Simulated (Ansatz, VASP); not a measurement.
## Two plane-wave programs on Mo2S

The input INCAR:

```
SYSTEM = Mo2S
PREC = Accurate ; ENCUT = 600
EDIFF = 1E-6 ; ISMEAR = 0
SIGMA = 0.1 ; LREAL = .False.
LASPH = .True. ; NELM = 100
ALGO = Normal ; ISIF = 3
LWAVE = .False. ; LCHARG = .False.
GGA = PE ; IBRION = 2
NSW = 90 ; EDIFFG = -0.04
```

KPOINTS

```
Automatic mesh
0
Gamma
  6 6 6
  0 0 0
```

POSCAR

```
Mo2S
1.0
    4.2541369480      0.0000000000      0.0000000000
   -2.1270684740      3.6841906682      0.0000000000
    0.0000000000      0.0000000000      3.0695645287
Mo S
2 1
Direct
    0.3333333333      0.6666666667      0.5000000000
    0.6666666667      0.3333333333      0.5000000000
    0.0000000000      0.0000000000      0.0000000000
```

Input for Ansatz:

```yaml
crystal:
  lattice:
    - [4.254136948, 0.0, 0.0]
    - [-2.127068474, 3.6841906682, 0.0]
    - [0.0, 0.0, 3.0695645287]
  atoms:
    - { symbol: Mo, position: [0.3333333333, 0.6666666667, 0.5] }
    - { symbol: Mo, position: [0.6666666667, 0.3333333333, 0.5] }
    - { symbol: S, position: [0.0, 0.0, 0.0] }
basis:
  ecutwfc: 420
kpoints:
  mp_grid: { grid: [6, 6, 6] }
hamiltonian:
  xc: pbe
scf:
  occupations: { method: gaussian, width: 0.1 }
  lower_state_search: "off"
output:
  forces: true
  stress: true
  eigenvalues: true
relax:
  adjacent_minimum: "off"
  f_tol: 0.04
  max_steps: 70
  cell: { stress_tol: 0.4 }
```

Alike in both runs: task relaxation of cell and atoms; functional PBE; k mesh 6 × 6 × 6; occupations gaussian, width 0.1 eV; no spin polarisation.

|  | VASP | Ansatz |
| --- | --- | --- |
| version | VASP 6.6.1 | Ansatz 0.2.0 |
| potentials or method | VASP PAW PBE potentials, release 64 (Mo_sv, S) | scalar-relativistic, plane waves, PAW |
| plane-wave cutoff (eV) | 600 | 420 |
| valence electrons in the cell | 34 | 34 |

```csv
,VASP,Ansatz,Ansatz less VASP
"gap on the k mesh at the Fermi level, each at its own relaxed structure (eV)",none,none,-
relaxed volume (Å³/atom),16.05,15.99,-0.060
relaxed cell length with the largest relative difference (Å),4.262,4.255,-0.0066
```

A gap of «none» marks a metal or a gap that the smearing closes.
